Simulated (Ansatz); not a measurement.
LiCl (started from an entry of an open crystallographic database), relaxed with r2SCAN, was run in Ansatz under altered settings. All numbers are computed, without spin polarisation but where a row says otherwise.

```
Li Cl
1.0
     0.00000    2.55603    2.55603
     2.55603    0.00000    2.55603
     2.55603    2.55603    0.00000
Li Cl
1 1
Direct
  0.00000 0.00000 0.00000
  0.50000 0.50000 0.50000
```

The base run's other keys:
```yaml
kpoints:
  mp_grid: { grid: [6, 6, 6] }
hamiltonian:
  xc: r2scan
scf:
  occupations: { method: fixed }
  n_extra_bands: 4
```

It takes 6 iterations with 869 plane waves at 500 eV and 16 k points, and leaves a mean stress of +0.01 GPa. The gap over this mesh is 7.291 eV. It ran on 4 threads of Arm Neoverse N1 (shared host).

Outcomes, with energy and stress as changes against the base:
```csv
setting,outcome,ΔF (meV/atom),Δ mean stress (GPa),gap on the mesh (eV),iterations,wall time
basis.ecutwfc: 900,converged,-0.7,0.00,7.291,6,1.6 s
"kpoints.mp_grid.shift: [0, 0, 0.5]","converged, warned",-0.1,0.00,7.545,6,1.2 s
scf.occupations: fermi_dirac 0.05,converged,0.0,0.00,7.291,6,0.96 s
"kpoints.mp_grid.grid: [5, 5, 5]",converged,+0.3,+0.01,7.291,6,0.89 s
crystal.symmetry.detect: false,converged,0.0,0.00,7.291,6,5.2 s
basis.xc_grid: 1,converged,-0.1,0.00,7.292,6,0.82 s
scf.mixing.beta: 1.0,converged,0.0,0.00,7.291,6,0.97 s
scf.occupations: methfessel_paxton 0.05,converged,0.0,0.00,7.291,5,0.94 s
basis.ecutrho_ratio: 8,converged,0.0,0.00,7.291,6,1.4 s
hamiltonian.xc: pbesol (cutoff then 420 eV),converged,–,-0.94,6.185,6,0.46 s
scf.occupations: gaussian 0.001,converged,0.0,0.00,7.291,6,0.99 s
scf.occupations: gaussian 0.5,converged,0.0,0.00,7.291,6,0.96 s
hamiltonian.xc: hse6,refused,–,–,–,–,0.03 s
```
A dash marks a value that wasn't obtained or can't be compared. Stress is positive in compression. Its mean hides that meshes of lower symmetry stress the axes unequally. The base took 1.1 s.

- kpoints.mp_grid.shift: [0, 0, 0.5]. The free energy moves by -0.1 meV an atom, the mean stress by 0.00 GPa and the gap on the mesh by +0.253 eV (to 7.545). The mesh breaks the crystal's symmetry, so the stress, and any force that symmetry no longer fixes, lose it too. The gap changes mostly because other points are sampled; a mesh that misses a band edge overestimates it. Warned: symmetry narrowed by mesh.
- hamiltonian.xc: pbesol. The cutoff follows the functional, from 500 to 420 eV. The mean stress moves by -0.94 GPa and the gap on the mesh by -1.106 eV (to 6.185). It's another functional on the same cell, so totals aren't comparable.
- hamiltonian.xc: hse6. It is rejected at once. Error: YAML parse error: line 12 column 7: hamiltonian.xc: unknown variant `hse6`, expected one of […]

Within 1 meV an atom, 0.1 GPa and 0.005 eV of the base stay: basis.ecutwfc: 900; scf.occupations: fermi_dirac 0.05; kpoints.mp_grid.grid: [5, 5, 5]; crystal.symmetry.detect: false; basis.xc_grid: 1; scf.mixing.beta: 1.0; scf.occupations: methfessel_paxton 0.05; basis.ecutrho_ratio: 8; scf.occupations: gaussian 0.001; scf.occupations: gaussian 0.5.
